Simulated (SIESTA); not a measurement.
# ZrO2 under changes of volume

One of the cells (11.210 Å³/atom); the others are scaled copies at fixed shape and fractional positions:

```
CELL_PARAMETERS angstrom
0.00000 2.56193 2.56193
2.56193 0.00000 2.56193
2.56193 2.56193 0.00000
ATOMIC_POSITIONS crystal
Zr 0.00000 0.00000 0.00000
O 0.75000 0.75000 0.75000
O 0.25000 0.25000 0.25000
```

Measurements of this composition are mostly on another form, of space group No. 14.

- Program: SIESTA 5.4.2
- Functional: PBE
- Potentials or basis: PseudoDojo 0.4 standard (PBE files)
- Basis: DZP (energy shift 0.002 Ry)
- Grid cutoff: 800 Ry
- Energy shift: 0.002 Ry
- k mesh: 9 × 9 × 9
- Occupations: fermi-dirac, width 0.05 eV
- Spin: no spin polarisation

```tsv
volume (Å³/atom)	energy over the lowest point (meV/atom)	pressure (GPa)	gap on the mesh (eV)
10.331	86.76	28.4	3.30
10.551	52.67	21.3	3.25
10.770	27.94	14.9	3.20
11.210	2.32	4.1	3.10
11.430	0.00	-0.7	3.05
11.650	?	?	?
```

Task: What does the run at 11.650 Å³/atom give?

Result: Energy over the lowest point 3.92 meV/atom; pressure -4.9 GPa; gap on the mesh 3.00 eV.

Worked out: A Birch-Murnaghan fit of order 3 (a polynomial in V^(-2/3)) to the other rows has its minimum at 11.40 Å³/atom with B0 = V·E''(V) = 232 GPa and B' = 4.4. It gives 3.74 meV/atom at 11.650 Å³/atom, against the run's 3.92, and -dE/dV = -4.8 GPa, against -4.9. A straight line through the other rows of the gap, of slope -2.48 eV per unit of ln V, extrapolates to 3.00 eV, against the run's 3.00.

Energies are extrapolated to zero smearing.

Caveats: semicore shells carry a single zeta, which can move pressures by several GPa and volumes by a few percent; an odd mesh through Γ misses points on the zone boundary, where band edges often lie; the basis of atomic orbitals isn't converged, which shifts pressures, moduli and gaps. Spin-orbit coupling on Zr is left out.
